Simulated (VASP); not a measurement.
# CrCuO2 (R-3m) in VASP: notebook, part 2 of 2

VASP 6.6.1. Earlier steps stand in the parts before.

**3. Relaxation of cell and atoms, PBE, collinear spin, ferromagnetic start, target pressure 5 GPa, at which the enthalpy is minimised**

This run uses another cell than the first one, of 11.24 Å³/atom, 1.030 times its volume.

File INCAR:

```
  PREC = Accurate
  ENCUT = 600
  EDIFF = 1E-6
  ISMEAR = -1
  SIGMA = 0.05
  LREAL = False
  LASPH = True
  NELM = 150
  ALGO = Normal
  ISIF = 3
  LWAVE = False
  LCHARG = False
  ISPIN = 2
  MAGMOM = 3 0 0 0
  LORBIT = 11
  LMAXMIX = 4
  GGA = PE
  IBRION = 2
  NSW = 60
  EDIFFG = -0.005
  PSTRESS = 50
  KPAR = 8
```

File KPOINTS:

```
Automatic mesh
0
Gamma
  8 8 8
```

File POSCAR:

```
CrCuO2                                  
1.0
    1.5068190549      0.8699623869      5.7167858605
   -1.5068190549      0.8699623869      5.7167858605
   -0.0000000000     -1.7399247739      5.7167858605
  Cr              Cu              O             
     1     1     2
Direct
     0.5000000000000000    0.5000000000000000    0.5000000000000000
     0.0000000000000000    0.0000000000000000    0.0000000000000000
     0.1084543685375692    0.1084543685375692    0.1084543685375692
     0.8915456314624308    0.8915456314624308    0.8915456314624308
```

Potentials or basis: VASP PAW PBE potentials, release 64 (Cr_pv, Cu, O).

Launch:

```bash
$ cat potpaw_PBE.64/Cr_pv/POTCAR potpaw_PBE.64/Cu/POTCAR potpaw_PBE.64/O/POTCAR > POTCAR
$ mpirun -np 8 vasp_std > vasp.out
```

OUTCAR:

```text
PREC = Accurate
   ENCUT = 600
   EDIFF = 1E-6
   ISMEAR = -1
   LREAL = False
   LASPH = True
   NELM = 150
   ISIF = 3
   ISPIN = 2
   LORBIT = 11
   GGA = PE
   IBRION = 2
   NSW = 60
   EDIFFG = -0.005
   PSTRESS = 50

 ion  position               nearest neighbor table
   1  0.500  0.500  0.500-   3 2.01   4 2.01   3 2.01   3 2.01   4 2.01   4 2.01
   2  0.000  0.000  0.000-   3 1.86   4 1.86
   3  0.108  0.108  0.108-   2 1.86   1 2.01   1 2.01   1 2.01
   4  0.892  0.892  0.892-   2 1.86   1 2.01   1 2.01   1 2.01

  LATTYP: Found a trigonal (rhomboedric) cell.
 ALAT       =     5.9756990213
 COS(alpha) =     0.8728328986

  Lattice vectors:

 A1 = (   1.5068190549,   0.8699623869,   5.7167858605)
 A2 = (  -1.5068190549,   0.8699623869,   5.7167858605)
 A3 = (   0.0000000000,  -1.7399247739,   5.7167858605)

Analysis of symmetry for initial positions (statically):
=====================================================================
 Subroutine PRICEL returns:
 Original cell was already a primitive cell.

 Routine SETGRP: Setting up the symmetry group for a
 trigonal (rhombohedral) supercell.

 Subroutine GETGRP returns: Found 12 space group operations
 (whereof 12 operations were pure point group operations)
 out of a pool of 12 trial point group operations.

The static configuration has the point symmetry D_3d.

Analysis of symmetry for dynamics (positions and initial velocities):
=====================================================================
 Subroutine PRICEL returns:
 Original cell was already a primitive cell.

 Routine SETGRP: Setting up the symmetry group for a
 trigonal (rhombohedral) supercell.

 Subroutine GETGRP returns: Found 12 space group operations
[... 161 lines left out ...]
 number of electron      34.9999994 magnetization       3.0000150

 Free energy of the ion-electron system (eV)
  ---------------------------------------------------
  ext. energy  EPLUGINS =         0.00000000
  ---------------------------------------------------
  free energy    TOTEN  =       -28.90928479 eV

  energy without entropy =      -28.90928436  energy(sigma->0) =      -28.90928457

------------------------ aborting loop because EDIFF is reached ----------------------------------------

  FORCE on cell =-STRESS in cart. coord.  units (eV):
  Direction    XX          YY          ZZ          XY          YZ          ZX
  --------------------------------------------------------------------------------------
  -------------------------------------------------------------------------------------
  Total       -0.0311123     -0.0311123     -0.0095147      0.0000000      0.0000000      0.0000000
  in kB       -1.1086078     -1.1086078     -0.3390312      0.0000000      0.0000000      0.0000000
  external PRESSURE =     -50.8520823 kB  Pullay stress =      50.0000000 kB
[... 103 lines left out ...]
  energy  without entropy=      -28.8908862635  energy(sigma->0) =      -28.89088650

  enthalpy is  TOTEN    =       -27.5262151092 eV   P V=        1.3646716197

[... ionic steps 4 to 12 ...]

--------------------------------------- Ionic step       13  -------------------------------------------

 number of electron      34.9999996 magnetization       2.9999991

------------------------ aborting loop because EDIFF is reached ----------------------------------------
[... 75 lines left out ...]
--------------------------------------- Ionic step       15  -------------------------------------------

 number of electron      34.9999996 magnetization       2.9999991

 Free energy of the ion-electron system (eV)
  ---------------------------------------------------
  ext. energy  EPLUGINS =         0.00000000
  ---------------------------------------------------
  free energy    TOTEN  =       -28.88812255 eV

  energy without entropy =      -28.88812191  energy(sigma->0) =      -28.88812223

 E-fermi :   6.6825     XC(G=0): -11.6086

 val. band max:        6.1078368907   @ k =  -0.3750   0.3750   0.0000
 cond. band min:       7.2042879003   @ k =   0.5000  -0.0000   0.0000
 fundamental gap:      1.0964510096
 Fermi energy:         6.6825404780

 spin component 1

 k-point     1 :       0.0000    0.0000    0.0000
  band No.  band energies     occupation
      1     -38.2643      1.00000
      2     -38.1997      1.00000
      3     -38.1997      1.00000
      4     -14.2378      1.00000
      5     -12.7222      1.00000
      6      -2.2082      1.00000
[... 613 lines left out ...]
     22       8.8444      0.00000
     23      11.5543      0.00000

 [... further k-points ...]

 spin component 2

 k-point     1 :       0.0000    0.0000    0.0000
  band No.  band energies     occupation
      1     -35.3124      1.00000
      2     -35.3124      1.00000
      3     -35.3119      1.00000
      4     -14.1430      1.00000
      5     -12.6725      1.00000
      6      -1.8566      1.00000
[... 650 lines left out ...]
  energy  without entropy=      -28.8881219121  energy(sigma->0) =      -28.88812223

  enthalpy is  TOTEN    =       -27.5290812676 eV   P V=        1.3590412866

 reached required accuracy - stopping structural energy minimisation

 total charge

# of ion       s       p       d       tot
------------------------------------------
    1        0.297   6.349   4.106  10.752
    2        0.429   0.317   9.217   9.964
    3        1.550   3.506   0.000   5.056
    4        1.550   3.506   0.000   5.056
--------------------------------------------------
tot          3.826  13.676  13.324  30.826

 magnetization (x)

# of ion       s       p       d       tot
------------------------------------------
    1        0.029   0.027   2.769   2.825
    2        0.019   0.010   0.004   0.033
    3       -0.001   0.001   0.000  -0.001
    4       -0.001   0.001   0.000  -0.001
--------------------------------------------------
tot          0.047   0.038   2.773   2.857
```

CONTCAR:

```text
CrCuO2
   1.00000000000000
     1.4849688057322608    0.8573471396573304    5.7009593481683369
    -1.4849688057322608    0.8573471396573304    5.7009593481683369
     0.0000000000000000   -1.7146942794188105    5.7009593481691851
  Cr              Cu              O
     1     1     2
Direct
     0.5000000000000000    0.5000000000000000    0.5000000000000000
     0.0000000000000000    0.0000000000000000    0.0000000000000000
     0.1079674650345683    0.1079674650345683    0.1079674650345684
     0.8920325349654318    0.8920325349654318    0.8920325349654317

  0.00000000E+00  0.00000000E+00  0.00000000E+00
  0.00000000E+00  0.00000000E+00  0.00000000E+00
  0.00000000E+00  0.00000000E+00  0.00000000E+00
  0.00000000E+00  0.00000000E+00  0.00000000E+00
```

Wall time 7 min (8 MPI ranks of Intel Xeon Platinum 8559C (Emerald Rapids), shared host); peak memory 0.53 GiB.

What came out:

```
Free energy                                            : -28.8881 eV
Relaxed volume                                         : 10.89 Å³/atom
Relaxed cell                                           : a = 5.953 Å, b = 5.953 Å, c = 5.953 Å, α = 28.89°, β = 28.89°, γ = 28.89°
Space group after relaxing (to 0.05 Å)                 : R-3m (No. 166)
Energy change on relaxing (the enthalpy is what falls) : +5.3 meV/atom
Ionic steps                                            : 15
Pressure after relaxing                                : 5.0 GPa
Band gap on the k mesh                                 : 1.10 eV, indirect (least direct gap 1.43 eV)
Net moment                                             : 3.00 μB per cell
Site moments                                           : Cr +2.83; Cu +0.03; O -0.00 μB
Valence electrons inside the program's atomic spheres  : Cr 10.75; Cu 9.96; O 5.06
```

Forces on the atoms (eV/Å):
```
Cr   0.000  0.000  0.000
Cu   0.000  0.000  0.000
O    0.000  0.000  0.003
O    0.000  0.000 -0.003
```

Step by step:
```csv
step,energy change (eV),largest force (eV/Å),pressure (GPa),volume (Å³)
1,0.0000,0.0022,-0.09,44.96
2,0.0666,0.1555,9.85,42.68
3,0.0184,0.0805,4.99,43.73
4,0.0189,0.0597,5.00,43.64
5,0.0204,0.0436,4.97,43.58
6,0.0208,0.0396,4.96,43.56
7,0.0209,0.0371,5.00,43.56
8,0.0209,0.0242,5.08,43.56
9,0.0209,0.0059,5.02,43.56
10,0.0209,0.0025,4.93,43.56
11,0.0209,0.0011,4.92,43.56
12,0.0209,0.0004,4.94,43.56
13,0.0209,0.0011,4.94,43.56
14,0.0217,0.0035,5.12,43.53
15,0.0212,0.0030,5.02,43.55
```

Final structure:
```cif
data_structure
_symmetry_space_group_name_H-M 'P 1'
_symmetry_Int_Tables_number 1
_cell_length_a 5.9532
_cell_length_b 5.9532
_cell_length_c 5.9532
_cell_angle_alpha 28.889
_cell_angle_beta 28.889
_cell_angle_gamma 28.889
_cell_volume 43.55
loop_
_atom_site_label
_atom_site_type_symbol
_atom_site_fract_x
_atom_site_fract_y
_atom_site_fract_z
_atom_site_occupancy
Cr1 Cr 0.50000 0.50000 0.50000 1
Cu1 Cu 0.00000 0.00000 0.00000 1
O1 O 0.10797 0.10797 0.10797 1
O2 O 0.89203 0.89203 0.89203 1
```

Caveat: the cell is relaxed towards a set pressure, so the enthalpy falls and the energy may rise; only a ferromagnetic start was run, and an antiferromagnetic order may lie lower in energy. A k mesh can miss the band edges.

**4. Relaxation of cell and atoms, PBE, collinear spin, ferromagnetic start, target pressure 10 GPa, at which the enthalpy is minimised**

This run uses another cell than the first one, of 10.89 Å³/atom, 0.998 times its volume.

Edit INCAR of step 3 so:

```diff
@@ -20,3 +20,3 @@
   EDIFFG = -0.005
-  PSTRESS = 50
+  PSTRESS = 100
   KPAR = 8
```

KPOINTS is that of step 3.

File POSCAR:

```
CrCuO2                                  
1.0
    1.4849688057      0.8573471397      5.7009593482
   -1.4849688057      0.8573471397      5.7009593482
    0.0000000000     -1.7146942794      5.7009593482
  Cr              Cu              O             
     1     1     2
Direct
     0.5000000000000000    0.5000000000000000    0.5000000000000000
     0.0000000000000000    0.0000000000000000    0.0000000000000000
     0.1079674650345683    0.1079674650345683    0.1079674650345684
     0.8920325349654318    0.8920325349654318    0.8920325349654317
```

Launch:

```bash
$ cat potpaw_PBE.64/Cr_pv/POTCAR potpaw_PBE.64/Cu/POTCAR potpaw_PBE.64/O/POTCAR > POTCAR
$ mpirun -np 8 vasp_std > vasp.out
```

Wall time 8 min (8 MPI ranks of Intel Xeon Platinum 8559C (Emerald Rapids), shared host); peak memory 0.52 GiB.

Results (log left out):

```
Free energy                                            : -28.8285 eV
Relaxed volume                                         : 10.59 Å³/atom
Relaxed cell                                           : a = 5.935 Å, b = 5.935 Å, c = 5.935 Å, α = 28.60°, β = 28.60°, γ = 28.60°
Space group after relaxing (to 0.05 Å)                 : R-3m (No. 166)
Energy change on relaxing (the enthalpy is what falls) : +14.1 meV/atom
Ionic steps                                            : 11
Pressure after relaxing                                : 10.0 GPa
Band gap on the k mesh                                 : 0.97 eV, indirect (least direct gap 1.28 eV)
Net moment                                             : 3.00 μB per cell
Site moments                                           : Cr +2.81; Cu +0.04; O +0.01 μB
Valence electrons inside the program's atomic spheres  : Cr 10.81; Cu 9.99; O 5.07
```

The path:
```csv
step,energy change (eV),largest force (eV/Å),pressure (GPa),volume (Å³)
1,0.0000,0.0028,5.04,43.55
2,0.1319,0.1650,15.62,41.46
3,0.0483,0.0786,9.99,42.51
4,0.0513,0.0532,10.00,42.43
5,0.0545,0.0339,9.98,42.37
6,0.0553,0.0306,9.88,42.36
7,0.0568,0.0218,9.97,42.34
8,0.0557,0.0294,9.99,42.35
9,0.0555,0.0320,9.94,42.36
10,0.0578,0.0325,10.08,42.32
11,0.0564,0.0013,9.98,42.34
```

Final structure:
```xyz
4
Lattice="1.4659 0.8463 5.6880 -1.4659 0.8463 5.6880 0.0000 -1.6927 5.6880" Properties=species:S:1:pos:R:3 pbc="T T T"
Cr    0.0000    0.0000    8.5320
Cu    0.0000    0.0000    0.0000
O     0.0000    0.0000    1.8348
O     0.0000    0.0000   15.2293
```

Levels at points of the mesh, in eV from the valence-band top:
Spin up:
```csv
k point,band 15,band 16,band 17,band 18,band 19,band 20,band 21,band 22,band 23
"(0.00, 0.00, 0.00)",-2.05,-2.05,-1.21,-1.21,-0.91,2.17,2.96,2.96,5.44
"(0.50, 0.00, 0.00)",-1.60,-1.47,-0.70,-0.53,-0.32,2.32,2.72,2.84,5.44
"(0.50, 0.50, 0.00)",-1.66,-1.54,-0.55,-0.53,-0.15,2.35,2.60,2.94,5.44
"(0.50, 0.50, 0.50)",-1.29,-1.29,-1.25,-1.25,-0.28,2.75,2.75,3.14,5.24
```
Spin down:
```csv
k point,band 14,band 15,band 16,band 17,band 18,band 19
"(0.00, 0.00, 0.00)",-2.31,-1.89,-1.89,1.26,1.79,1.79
"(0.50, 0.00, 0.00)",-1.64,-1.57,-0.66,0.97,2.74,2.81
"(0.50, 0.50, 0.00)",-1.83,-1.64,-0.90,1.58,2.69,2.82
"(0.50, 0.50, 0.50)",-2.30,-1.24,-1.24,1.78,1.78,2.62
```

Caveat: the cell is relaxed towards a set pressure, so the enthalpy falls and the energy may rise; only a ferromagnetic start was run, and an antiferromagnetic order may lie lower in energy. A k mesh can miss the band edges.

**5. Summary**

```csv
cell,target pressure,gap on the mesh (eV),pressure (GPa),moment (μB)
relaxed,-,1.19,0.0,3.00
relaxed to 5 GPa,5 GPa,1.10,5.0,3.00
relaxed to 10 GPa,10 GPa,0.97,10.0,3.00
```

Alike in all rows: task relaxation of cell and atoms; level PBE; potentials or basis VASP PAW PBE potentials, release 64 (Cr_pv, Cu, O); spin collinear, ferromagnetic start; k mesh 8 × 8 × 8; cutoff (eV) 600; smearing fermi-dirac 0.05 eV.

Caveats: only a ferromagnetic start was run, and an antiferromagnetic order may lie lower in energy; the cell is relaxed towards a set pressure, so the enthalpy falls and the energy may rise (some runs).

Absolute energies hang on the potentials; compare differences alone.
